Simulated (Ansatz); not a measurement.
A relaxation computed with Ansatz, from input to last step.

```yaml
crystal:
  lattice:
    - [-3.045, 3.045, 5.835]
    - [3.045, -3.045, 5.835]
    - [3.045, 3.045, -5.835]
  atoms:
    - { symbol: In, position: [0.5, 0.5, 0.0] }
    - { symbol: In, position: [0.25, 0.75, 0.5] }
    - { symbol: Ag, position: [0.0, 0.0, 0.0] }
    - { symbol: Ag, position: [0.75, 0.25, 0.5] }
    - { symbol: Se, position: [0.375, 0.375, 0.5] }
    - { symbol: Se, position: [0.625, 0.125, 0.0] }
    - { symbol: Se, position: [0.875, 0.875, 0.5] }
    - { symbol: Se, position: [0.125, 0.625, 0.0] }
basis:
  ecutwfc: 420
kpoints:
  mp_grid: { grid: [8, 8, 8] }
hamiltonian:
  xc: pbe
scf:
  occupations: { method: gaussian, width: 0.01 }
output:
  forces: true
  stress: true
  eigenvalues: true
relax:
  adjacent_minimum: "off"
  f_tol: 0.01
  max_steps: 40
```

```bash
ansatz run input.yaml --threads 2 --pin off --max-ram 5120MiB --backend cpu --events-out ev --progress --plain --runs-dir out
```

Theory: DFT PBE, scalar-relativistic, plane waves, PAW in Ansatz 0.2.0.

Of 3 frames 3 are shown, positions in Å and forces in eV/Å; the SCF threshold varies from step to step.

```xyz
8
Lattice="-3.0450 3.0450 5.8350 3.0450 -3.0450 5.8350 3.0450 3.0450 -5.8350" Properties=species:S:1:pos:R:3:forces:R:3 pbc="T T T" step=1 free_energy_over_end_meV_per_atom=0.10
In    0.0000    0.0000    5.8350    0.0000    0.0000    0.0000
In    3.0450    0.0000    2.9175    0.0000    0.0000    0.0000
Ag    0.0000    0.0000    0.0000    0.0000    0.0000    0.0000
Ag    0.0000    3.0450    2.9175    0.0000    0.0000    0.0000
Se    1.5225    1.5225    1.4587    0.0576    0.0000    0.0000
Se   -1.5225    1.5225    4.3762    0.0000   -0.0576    0.0000
Se    1.5225    1.5225    7.2938   -0.0576    0.0000    0.0000
Se    1.5225   -1.5225    4.3762    0.0000    0.0576    0.0000
8
Lattice="-3.0450 3.0450 5.8350 3.0450 -3.0450 5.8350 3.0450 3.0450 -5.8350" Properties=species:S:1:pos:R:3:forces:R:3 pbc="T T T" step=2 free_energy_over_end_meV_per_atom=0.01
In    0.0000    0.0000    5.8350    0.0000    0.0000    0.0000
In    3.0450    0.0000    2.9175    0.0000    0.0000    0.0000
Ag    0.0000    0.0000    0.0000    0.0000    0.0000    0.0000
Ag    0.0000    3.0450    2.9175    0.0000    0.0000    0.0000
Se    1.5321    1.5225    1.4587   -0.0225    0.0000    0.0000
Se   -1.5225    1.5129    4.3762    0.0000    0.0225    0.0000
Se    1.5129    1.5225    7.2938    0.0225    0.0000    0.0000
Se    1.5225   -1.5129    4.3762    0.0000   -0.0225    0.0000
8
Lattice="-3.0450 3.0450 5.8350 3.0450 -3.0450 5.8350 3.0450 3.0450 -5.8350" Properties=species:S:1:pos:R:3:forces:R:3 pbc="T T T" step=3 free_energy_over_end_meV_per_atom=0.00
In    0.0000    0.0000    5.8350    0.0000    0.0000    0.0000
In    3.0450    0.0000    2.9175    0.0000    0.0000    0.0000
Ag    0.0000    0.0000    0.0000    0.0000    0.0000    0.0000
Ag    0.0000    3.0450    2.9175    0.0000    0.0000    0.0000
Se    1.5294    1.5225    1.4587    0.0001    0.0000    0.0000
Se   -1.5225    1.5156    4.3762    0.0000   -0.0001    0.0000
Se    1.5156    1.5225    7.2938   -0.0001    0.0000    0.0000
Se    1.5225   -1.5156    4.3762    0.0000    0.0001    0.0000
```

It took 2.1 min on 2 threads of Arm Neoverse V2, with other jobs on the host, peak memory 1 GiB.